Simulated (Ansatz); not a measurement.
BaTiO₃ (started from an entry of an open crystallographic database), relaxed with r2SCAN: 6 runs in the PAW code Ansatz, each a construction of maximally localised Wannier functions. It is trigonal, R3m (No. 160); a = 5.680 Å, c = 6.994 Å in the conventional setting, 13.03 Å³ an atom. Ba is surrounded by 12 O at 2.78–2.93 Å; Ti is surrounded by 6 O at 1.87–2.16 Å; O is surrounded by 2 Ti at 1.87–2.16 Å and 4 Ba at 2.78–2.93 Å. (Simulation; spin polarisation is off.)

```yaml
crystal:
  lattice:
    - [2.84021, 1.63979, 2.33137]
    - [-2.84021, 1.63979, 2.33137]
    - [0.00000, -3.27959, 2.33137]
  atoms:
    - { symbol: Ba, position: [0.99680, 0.99680, 0.99680] }
    - { symbol: Ti, position: [0.48340, 0.48340, 0.48340] }
    - { symbol: O, position: [0.50982, 0.50982, 0.01936] }
    - { symbol: O, position: [0.01936, 0.50982, 0.50982] }
    - { symbol: O, position: [0.50982, 0.01936, 0.50982] }
```

Windows count from the top of the filled bands; a dash means that no such window was set (without an outer window there is no disentanglement). Rows marked drawn have settings drawn at random (some not listed).

| functional | SCF mesh | trial orbitals | functions | mesh | window (eV) | frozen (eV) | settings | Ω total (Å²) | Ω invariant (Å²) | largest spread (Å²) | least projectability | interpolation miss of the model's filled bands (eV, to the nearest computed level) |
| --- | --- | --- | --- | --- | --- | --- | --- | --- | --- | --- | --- | --- |
| PBE | 6×6×6 | O p | 9 | 4×4×4 | – | – | drawn | 12.41 | 12.25 | 1.47 | 0.79 | 0.050 |
| r2SCAN | 6×6×6 | O s, O p | 12 | 4×4×4 | – | – | chosen | 12.88 | 11.58 | 1.26 | 0.79 | 0.044 |
| r2SCAN | 6×6×6 | O p | 9 | 4×4×4 | – | – | chosen | 11.99 | 11.85 | 1.41 | 0.79 | 0.045 |
| PBE | 6×6×6 | O p | 9 | 4×4×4 | -8.5 to +5.7 | – | drawn | 10.82 | 10.72 | 1.23 | 0.79 | 1.090 |

Question: Estimate from these rows what the further settings give.
```csv
functional,SCF mesh,trial orbitals,functions,mesh,window (eV),frozen (eV),settings
PBE,6×6×6,"O s, O p",12,4×4×4,–,–,chosen
PBE,6×6×6,"O s, O p",12,6×6×6,–,–,chosen
```

Answer:

| functional | SCF mesh | trial orbitals | functions | mesh | window (eV) | frozen (eV) | settings | Ω total (Å²) | Ω invariant (Å²) | largest spread (Å²) | least projectability | interpolation miss of the model's filled bands (eV, to the nearest computed level) |
| --- | --- | --- | --- | --- | --- | --- | --- | --- | --- | --- | --- | --- |
| PBE | 6×6×6 | O s, O p | 12 | 4×4×4 | – | – | chosen | 13.37 | 12.06 | 1.31 | 0.79 | 0.051 |
| PBE | 6×6×6 | O s, O p | 12 | 6×6×6 | – | – | chosen | 13.96 | 12.67 | 1.37 | 0.79 | 0.009 |

For O s, O p with PBE the spread goes 13.37 Å² (4×4×4), 13.96 Å² (6×6×6): finite differences on a coarse mesh understate it.

Spin-orbit coupling is left out.

The PAW potentials are those of the set soft_1; totals can't be set beside those of other sets.
